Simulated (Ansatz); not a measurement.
**Ruthenium, bcc under RPBE: ground state and equation of state**

Aim: take ruthenium in the bcc structure, relax it, solve it on a dense k-mesh, then scale the cell to 7 volumes from 88 to 112 % of the relaxed one and try a fit of the equation of state. Spin polarisation is left out. The k-meshes are 15×15×15 for the relaxation; 24×24×24 for the dense run; 16×16×16 for the volumes.

This is Ru in the bcc structure; at room conditions it is hcp.

Computed with Ansatz 0.2.0 (DFT RPBE, plane waves (420 eV) with PAW, scalar-relativistic; PBE-made PAW files, unless a step says otherwise).

## (1) The system as given

The structure is cubic, space group Im-3m (No. 229). Conventional cell: a = 3.004 Å, b = 3.004 Å, c = 3.004 Å, α = 90.00°, β = 90.00°, γ = 90.00°. Ru (site symmetry m-3m) has 8 Ru at 2.60 Å as nearest neighbours.

As a file:

```
Ru
1.0
    -1.50203    1.50203    1.50203
     1.50203   -1.50203    1.50203
     1.50203    1.50203   -1.50203
Ru
1
Direct
  0.00000 0.00000 0.00000
```

## (2) Relaxation of the cell

The input, input.yaml:

```yaml
crystal:
  lattice:
    - [-1.5020265709, 1.5020265709, 1.5020265709]
    - [1.5020265709, -1.5020265709, 1.5020265709]
    - [1.5020265709, 1.5020265709, -1.5020265709]
  atoms:
    - { symbol: Ru, position: [0.0, 0.0, 0.0] }
hamiltonian:
  xc: rpbe
  pseudopotentials:
    kind: paw
    azcp:
      Ru: "pseudopotentials/Ru.paw.azcp"
basis:
  ecutwfc: 420
  fft_grid_basis: typed
kpoints:
  mp_grid: { grid: [15, 15, 15], shift: [0, 0, 0] }
magnetization:
  spin_polarized: false
scf:
  occupations: { method: fermi_dirac, width: 0.1 }
relax:
  max_steps: 60
  f_tol: 0.01
  cell: {}
```

The runs that follow: The energy on a finer k-mesh; The cell scaled to 88 % of its volume; The cell scaled to 92 % of its volume; The cell scaled to 96 % of its volume; The cell scaled to 100 % of its volume; The cell scaled to 104 % of its volume; The cell scaled to 108 % of its volume; The cell scaled to 112 % of its volume.

Before running it: what results should come out? Wanted: space group; conventional cell; volume; shortest distance; gap on the mesh; relative to hcp; V₀, B₀, B₀′.

As calculated:

| quantity | value |
| --- | --- |
| space group (spins left aside) | Im-3m (No. 229) |
| conventional cell | a = 3.071 Å |
| volume | 14.476 Å³/atom |
| shortest distance | 2.659 Å |
| gap on the mesh | none (levels filled in part) |
| relative to hcp | +612 meV/atom |
| V₀, B₀, B₀′ | 14.448 Å³/atom, 264 GPa, 4.9 |

The relaxation enlarged the cell by 6.8 % in volume. Against the reference form of ruthenium (hcp, computed apart with the same settings) it stands 612 meV/atom higher. No gap shows: it is a metal or semimetal at this level. B₀ comes out at 264 GPa. The symmetry was held, so the structure may be unstable against distortions that break it.
